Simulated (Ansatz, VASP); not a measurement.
TiB2 in VASP and in Ansatz

INCAR

```
SYSTEM = TiB2
PREC = Accurate
ENCUT = 520
EDIFF = 1E-7
ISMEAR = -1
SIGMA = 0.1
LREAL = .False.
LASPH = .True.
NELM = 80
ALGO = Normal
ISIF = 2
LWAVE = .False.
LCHARG = .False.
GGA = CA
NBANDS = 16
```

Contents of KPOINTS:

```
regular mesh
0
Gamma
  11 11 9
  0 0 0
```

Contents of POSCAR:

```
TiB2
1.0
    2.8016730246      0.0000000000      0.0000000000
   -1.4008365123      2.4263200125      0.0000000000
    0.0000000000      0.0000000000      2.8867018061
Ti B
1 2
Direct
    0.0000000000      0.0000000000      0.0000000000
    0.3333333333      0.6666666667      0.5000000000
    0.6666666667      0.3333333333      0.5000000000
```

Input for Ansatz:

```yaml
crystal:
  lattice:
    - [2.8016730246, 0.0, 0.0]
    - [-1.4008365123, 2.4263200125, 0.0]
    - [0.0, 0.0, 2.8867018061]
  atoms:
    - { symbol: Ti, position: [0.0, 0.0, 0.0] }
    - { symbol: B, position: [0.3333333333, 0.6666666667, 0.5] }
    - { symbol: B, position: [0.6666666667, 0.3333333333, 0.5] }
kpoints:
  mp_grid: { grid: [11, 11, 9] }
scf:
  occupations: { method: fermi_dirac, width: 0.1 }
hamiltonian:
  xc: lda
  pseudopotentials: { kind: paw }
output:
  forces: true
  stress: true
  eigenvalues: true
  populations: true
  write_density: true
  write_potential: true
  elf: true
  volumetric_format: npy
```

Change from the starting cell: volume scaled by 0.8, PAW files.

Alike in both runs: task single point; functional LDA; k mesh 11 × 11 × 9; occupations fermi-dirac, width 0.1 eV; no spin polarisation.

```csv
,VASP,Ansatz
version,VASP 6.6.1,Ansatz 0.2.0
potentials or method,"VASP PAW LDA potentials, release 64 (Ti_sv, B)","PAW with Ansatz's default frozen-core files, scalar-relativistic"
plane-wave cutoff (eV),520,420
valence electrons in the cell,18,18
```

Ansatz gave:

* pressure (GPa): 95.0
* largest component of the traceless stress (GPa): 0.09

Estimate VASP's values.

pressure (GPa): 95.8; largest component of the traceless stress (GPa): 0.19.

Caveats: the cell as given lies far from equilibrium; so large a pressure means that the cell lies far from this level's equilibrium, or that cutoff or potentials fall short (VASP).
